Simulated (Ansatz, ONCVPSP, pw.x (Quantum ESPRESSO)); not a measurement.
**bismuth (fcc): variants of one ONCV potential in the solid**

```json
{"Element": "Bi (Z = 83)", "Generator": "ONCVPSP 4.0.1.1 (patched build)", "Type": "optimised norm-conserving Vanderbilt (ONCV)", "Functional": "PBE", "Relativity": "scalar-relativistic", "Frozen core": "[Xe] 4f14", "Valence charge": "15", "Reference configuration": "5d10 6s2 6p3", "Partial waves": "6s: rc 1.70 bohr, ncon 4, nbas 7, qcut 3.5 1/bohr, 1 projector; 6p: rc 2.45 bohr, ncon 4, nbas 8, qcut 3.6 1/bohr, 2 projectors, debl 1.2 Ha; 5d: rc 1.65 bohr, ncon 4, nbas 9, qcut 11.3 1/bohr, 2 projectors, debl 2.2 Ha; f scattering state at 0.42 Ha: rc 2.25 bohr, ncon 4, nbas 7, qcut 4.8 1/bohr, 2 projectors, debl 3.9 Ha", "Local potential": "polynomial inside 1.50 bohr (lpopt 3, dvloc0 6 Ha)", "Core correction": "none"}
```

Crystal test: fcc Bi in pw.x 7.5, no spin, 11³ k-points, Fermi–Dirac smearing 0.01 Ry, cutoffs set for each file from its atomic test. The reference is all-electron LAPW (Ansatz 0.2.0) with the same functional, mesh and smearing; V0 and B0 come from Birch–Murnaghan fits to the pressures at five volumes. Errors are pseudo minus all-electron; Δ is the rms difference of the E(V) curves that follow from these fits, minima aligned, over ±6 % about the mean V0. Mesh and smearing are coarse, so the numbers serve the comparison and aren't converged zero-temperature values; the lattice is a test structure that the element need not adopt.

All-electron: a0 = 5.034 Å (V0 = 31.89 Å³/atom), B0 = 50.3 GPa.

1 further variants are left out: they gave no file fit for a test, a broken result, the same result as the base, or pressures whose basis-set error rivals the error shown.

```csv
change,cutoffs (Ry),pw.x,a0 (Å),a0 error (%),B0 error (%),Δ (meV/atom),mean pressure error (GPa)
base,100/400,converged,5.027,-0.14,+0.9,1.4,-0.21
"local potential polynomial inside 1.50 bohr (lpopt 3, dvloc0 4.5 Ha)",100/400,converged,5.026,-0.16,+0.9,1.7,-0.24
"d: ncon 3, nbas 8",100/400,converged,5.027,-0.14,+0.9,1.4,-0.21
"core correction Teter function, fcfact 1.75, rcfact 1.35",100/400,converged,5.027,-0.14,+0.9,1.4,-0.21
```

Q: Give the row for: s: rc 1.65, qcut 3.6, nproj 0; local potential the s channel.

A: pw.x: converged; mean pressure error (GPa): -0.15; a0 (Å): 5.029; a0 error (%): -0.09; B0 error (%): +0.7; Δ (meV/atom): 1.0.
